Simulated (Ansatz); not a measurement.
Te:

```xyz
2
Lattice="-2.9578 3.8760 1.5352 2.9578 -3.8760 1.5352 2.9578 3.8760 -1.5352" Properties=species:S:1:pos:R:3 pbc="T T T"
Te    2.9578   -1.9380    0.7704
Te    0.0000    5.8139    0.7647
```

This isn't the form of Te at room conditions, which is trigonal, of chains.

Base run:

| Item | Value |
| --- | --- |
| Program | Ansatz 0.2.0 |
| Functional | PBEsol |
| Potentials or basis | all-electron LAPW, scalar-relativistic |
| Cutoff | 215 eV (chosen from the basis error) |
| Basis error allowed | 0.001 eV/atom |
| k mesh | 10 × 10 × 10 |
| Occupations | gaussian, width 0.1 eV |
| Spin | no spin polarisation |

Its results: band gap on the k mesh none (metal or under the smearing width); pressure -1.6 GPa.

The run is repeated on the same cell with these changes: functional from PBEsol to PBE; occupations from gaussian, width 0.1 eV to gaussian, width 0.02 eV. What comes out?

Band gap on the k mesh none (metal or under the smearing width); pressure 0.7 GPa.
